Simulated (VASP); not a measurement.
# Ge (Fd-3m) in VASP: further runs, part 2 of 2

VASP 6.6.1.

## 3. Phonons, PBEsol

The input, POSCAR:

```
Ge
1.0
    0.0000000000      2.8290000000      2.8290000000
    2.8290000000      0.0000000000      2.8290000000
    2.8290000000      2.8290000000      0.0000000000
Ge
2
Direct
    0.0000000000      0.0000000000      0.0000000000
    0.2500000000      0.2500000000      0.2500000000
```

The input, INCAR.step1:

```
ALGO = Fast ; EDIFF = 1E-8
EDIFFG = -0.002 ; ENCUT = 600
GGA = PS ; IBRION = 2
ISIF = 3 ; ISMEAR = -1
LASPH = T ; LCHARG = F
LREAL = F ; LWAVE = F
NELECT = 27.94294 ; NELM = 80
NSW = 40 ; PREC = Accurate
SIGMA = 0.03
```

The input, INCAR.step2:

```
ALGO = Fast ; EDIFF = 1E-8
ENCUT = 600 ; GGA = PS
IBRION = 6 ; ISIF = 2
ISMEAR = -1 ; LASPH = T
LCHARG = F ; LREAL = F
LWAVE = F ; NELECT = 27.94294
NELM = 80 ; NFREE = 2
NSW = 1 ; POTIM = 0.015
PREC = Accurate ; SIGMA = 0.03
```

The input, KPOINTS:

```
k-points
0
Gamma
  24 24 24
```

Potentials or basis: VASP PAW PBE potentials, release 64 (Ge_d).

On the command line:

```
$ cat potpaw_PBE.64/Ge_d/POTCAR > POTCAR
$ cp INCAR.step1 INCAR
$ mpirun -np 1 vasp_std > vasp.out
$ cp CONTCAR POSCAR
$ cp INCAR.step2 INCAR
$ mpirun -np 1 vasp_std > vasp.out
```

OUTCAR:

```text
EDIFF = 1E-8
   ENCUT = 600
   GGA = PS
   IBRION = 6
   ISIF = 2
   ISMEAR = -1
   LASPH = T
   LREAL = F
   NELECT = 27.94294
   NELM = 80
   NFREE = 2
   NSW = 1
   POTIM = 0.015
   PREC = Accurate

 ion  position               nearest neighbor table
   1  0.000  0.000  0.000-   2 2.43   2 2.43   2 2.43   2 2.43
   2  0.250  0.250  0.250-   1 2.43   1 2.43   1 2.43   1 2.43

  LATTYP: Found a face centered cubic cell.
 ALAT       =     5.6225471906

  Lattice vectors:

 A1 = (   0.0000000000,   2.8112735953,   2.8112735953)
 A2 = (   2.8112735953,   0.0000000000,   2.8112735953)
 A3 = (   2.8112735953,   2.8112735953,   0.0000000000)

Analysis of symmetry for initial positions (statically):
=====================================================================
 Subroutine PRICEL returns:
 Original cell was already a primitive cell.

 Routine SETGRP: Setting up the symmetry group for a
 face centered cubic supercell.

 Subroutine GETGRP returns: Found 48 space group operations
 (whereof 24 operations were pure point group operations)
 out of a pool of 48 trial point group operations.

The static configuration has the point symmetry T_d .
 The point group associated with its full space group is O_h .

Analysis of symmetry for dynamics (positions and initial velocities):
=====================================================================
 Subroutine PRICEL returns:
 Original cell was already a primitive cell.

 Routine SETGRP: Setting up the symmetry group for a
 face centered cubic supercell.

 Subroutine GETGRP returns: Found 48 space group operations
 (whereof 24 operations were pure point group operations)
 out of a pool of 48 trial point group operations.

The dynamic configuration has the point symmetry T_d .
 The point group associated with its full space group is O_h .

 Subroutine INISYM returns: Found 48 space group operations
 (whereof 24 operations are pure point group operations),
 and found     1 'primitive' translations

----------------------------------------------------------------------------------------

                                     Primitive cell

  volume of cell :      44.4364

  direct lattice vectors                    reciprocal lattice vectors
     0.000000000  2.811273595  2.811273595    -0.177855332  0.177855332  0.177855332
     2.811273595  0.000000000  2.811273595     0.177855332 -0.177855332  0.177855332
     2.811273595  2.811273595  0.000000000     0.177855332  0.177855332 -0.177855332

  length of vectors
     3.975741246  3.975741246  3.975741246     0.308054472  0.308054472  0.308054472

  position of ions in fractional coordinates (direct lattice)
     0.000000000  0.000000000  0.000000000
     0.250000000  0.250000000  0.250000000
[... 104 lines left out ...]
   AEXX    =    0.0000 exact exchange contribution
   IVDW    =     0    specifies the selected vdW correction
   LEPSILON=     F    determine dielectric tensor
   LRPA    =     F    only Hartree local field effects (RPA)
 finite differences with symmetry
 non-spin polarized calculation
 RMM-DIIS sequential band-by-band and
  energy-cutoff  :      600.00
  volume of cell :       44.44
 maximum number of plane-waves:      1524
   NGX = 15   NGY = 15   NGZ = 15

--------------------------------------- Ionic step        1  -------------------------------------------

 number of electron      27.9429394 magnetization

 Free energy of the ion-electron system (eV)
  ---------------------------------------------------
  ext. energy  EPLUGINS =         0.00000000
  ---------------------------------------------------
  free energy    TOTEN  =       -10.13893332 eV

  energy without entropy =      -10.13833182  energy(sigma->0) =      -10.13863257

------------------------ aborting loop because EDIFF is reached ----------------------------------------

  FORCE on cell =-STRESS in cart. coord.  units (eV):
  Direction    XX          YY          ZZ          XY          YZ          ZX
  --------------------------------------------------------------------------------------
  -------------------------------------------------------------------------------------
  Total        0.0035376      0.0035376      0.0035376      0.0000000      0.0000000     -0.0000000
  in kB        0.1275507      0.1275507      0.1275507      0.0000000      0.0000000     -0.0000000
  external PRESSURE =       0.1275507 kB  Pullay stress =       0.0000000 kB
[... 59 lines left out ...]
--------------------------------------- Ionic step        3  -------------------------------------------

 number of electron      27.9429395 magnetization

 Free energy of the ion-electron system (eV)
  ---------------------------------------------------
  ext. energy  EPLUGINS =         0.00000000
  ---------------------------------------------------
  free energy    TOTEN  =       -10.13779264 eV

  energy without entropy =      -10.13718450  energy(sigma->0) =      -10.13748857

 E-fermi :   4.5717     XC(G=0): -10.1972

 val. band max:        4.5562563518   @ k =   0.0417   0.1667  -0.0417
 cond. band min:       4.5757693243   @ k =   0.0833   0.0000  -0.1667
 fundamental gap:      0.0195129725
 Fermi energy:         4.5716522932

 k-point     1 :       0.0000    0.0000    0.0000
  band No.  band energies     occupation
      1     -19.7831      2.00000
      2     -19.7804      2.00000
      3     -19.7772      2.00000
      4     -19.7417      2.00000
      5     -19.7416      2.00000
      6     -19.5221      2.00000
[... 481 lines left out ...]
      5     -19.6968      2.00000
      6     -19.5572      2.00000
[... 10 lines left out ...]
     17       8.8909      0.00000
     18      12.1768      0.00000

 [... further k-points ...]

------------------------ aborting loop because EDIFF is reached ----------------------------------------

  FORCE on cell =-STRESS in cart. coord.  units (eV):
  Direction    XX          YY          ZZ          XY          YZ          ZX
  --------------------------------------------------------------------------------------
  -------------------------------------------------------------------------------------
  Total        0.0002634      0.0028710      0.0028710      0.0000000     -0.1450208      0.0000000
  in kB        0.0094963      0.1035135      0.1035135      0.0000000     -5.2287948      0.0000000
  external PRESSURE =       0.0721744 kB  Pullay stress =       0.0000000 kB
[... 17 lines left out ...]
  FREE ENERGIE OF THE ION-ELECTRON SYSTEM (eV)
  ---------------------------------------------------
  free  energy   TOTEN  =       -10.1377926364 eV

  energy  without entropy=      -10.1371844974  energy(sigma->0) =      -10.13748857

 INTERNAL STRAIN TENSORS FROM DISPLACED ATOMS
 ============================================

 INTERNAL STRAIN TENSOR FOR ION    1 for displacements in x,y,z  (eV/Angst):
          X           Y           Z          XY          YZ          ZX
  --------------------------------------------------------------------------------
  x    -0.00000     0.00000     0.00000     0.00000     9.66933     0.00000
  y     0.00000     0.00000     0.00000     0.00000     0.00000     9.66933
  z     0.00000     0.00000    -0.00000     9.66933    -0.00000     0.00000

 INTERNAL STRAIN TENSOR FOR ION    2 for displacements in x,y,z  (eV/Angst):
          X           Y           Z          XY          YZ          ZX
  --------------------------------------------------------------------------------
  x     0.00000    -0.00000    -0.00000    -0.00000    -9.66933    -0.00000
  y    -0.00000    -0.00000    -0.00000    -0.00000    -0.00000    -9.66933
  z    -0.00000    -0.00000     0.00000    -9.66933     0.00000    -0.00000

 Eigenvectors and eigenvalues of the dynamical matrix
 ----------------------------------------------------

   1 f  =    8.260931 THz    51.904958 2PiTHz  275.554987 cm-1    34.164449 meV
             X         Y         Z           dx          dy          dz
      0.000000  0.000000  0.000000     0.000000   -0.707107    0.000000
      1.405637  1.405637  1.405637     0.000000    0.707107    0.000000
[... 21 lines left out ...]
   6 f  =    0.000000 THz     0.000000 2PiTHz    0.000000 cm-1     0.000000 meV
             X         Y         Z           dx          dy          dz
      0.000000  0.000000  0.000000     0.000000    0.000000    0.707107
      1.405637  1.405637  1.405637     0.000000    0.000000    0.707107

 ELASTIC MODULI CONTR FROM IONIC RELAXATION (kBar)
 Direction    XX          YY          ZZ          XY          YZ          ZX
 --------------------------------------------------------------------------------
 XX          -0.0000      0.0000      0.0000     -0.0000      0.0000     -0.0000
 YY           0.0000     -0.0000     -0.0000     -0.0000     -0.0000     -0.0000
 ZZ           0.0000     -0.0000     -0.0000      0.0000     -0.0000     -0.0000
 XY          -0.0000     -0.0000      0.0000   -332.5378      0.0000     -0.0000
 YZ           0.0000     -0.0000     -0.0000      0.0000   -332.5378     -0.0000
 ZX          -0.0000     -0.0000     -0.0000     -0.0000     -0.0000   -332.5378
 --------------------------------------------------------------------------------
```

OSZICAR.step1:

```text
N       E                     dE             d eps       ncg     rms          rms(c)
DAV:   1     0.167469232392E+03    0.16747E+03   -0.16005E+04 15152   0.439E+03
DAV:   2     0.116611079463E+02   -0.15581E+03   -0.15327E+03 14902   0.569E+02
[... 36 lines left out ...]
RMM:   7    -0.101390578099E+02   -0.21778E-05   -0.21092E-05 18783   0.436E-02    0.423E-03
RMM:   8    -0.101390577338E+02    0.76140E-07   -0.27126E-06 16557   0.195E-02    0.126E-03
RMM:   9    -0.101390578629E+02   -0.12905E-06   -0.11460E-06 19429   0.103E-02    0.873E-04
RMM:  10    -0.101390578796E+02   -0.16785E-07   -0.13238E-07 12620   0.296E-03    0.752E-04
RMM:  11    -0.101390578695E+02    0.10171E-07   -0.19693E-08  9663   0.138E-03    0.208E-04
RMM:  12    -0.101390578775E+02   -0.80654E-08   -0.97150E-11  9492   0.100E-03
   3 F= -.10139058E+02 E0= -.10138757E+02  d E =-.351892E-02
```

It took 23 min on 1 thread of Intel Xeon 6975P-C (Granite Rapids), shared host; peak memory 2.4 GiB.

What came out:

| Quantity | Value |
| --- | --- |
| Relaxed volume | 22.22 Å³/atom |
| Relaxed cell | a = 3.976 Å, b = 3.976 Å, c = 3.976 Å, α = 60.00°, β = 60.00°, γ = 60.00° |
| Space group after relaxing (to 0.05 Å) | Fd-3m (No. 227) |
| Highest phonon frequency at Γ | 276 cm⁻¹ |

Step by step:
| step | energy change (eV) | largest force (eV/Å) | pressure (GPa) | volume (Å³) |
| --- | --- | --- | --- | --- |
| 1 | 0.0000 | 0.0000 | -1.31 | 45.28 |
| 2 | -0.0029 | 0.0000 | 0.61 | 44.08 |
| 3 | -0.0035 | 0.0000 | -0.01 | 44.44 |

Final structure:
```yaml
crystal:
  lattice:
    - [0.00000, 2.81127, 2.81127]
    - [2.81127, 0.00000, 2.81127]
    - [2.81127, 2.81127, 0.00000]
  atoms:
    - { symbol: Ge, position: [0.00000, 0.00000, 0.00000] }
    - { symbol: Ge, position: [0.25000, 0.25000, 0.25000] }
```

Phonon frequencies in cm⁻¹ (negative: imaginary):
```
              q point        frequencies
(0.000, 0.000, 0.000)  0 0 0 276 276 276
```

Caveat: the cell is charged against a uniform background, so pressure and absolute levels hang on convention; the PAW data sets were made with another functional, which shifts forces and pressure a little.
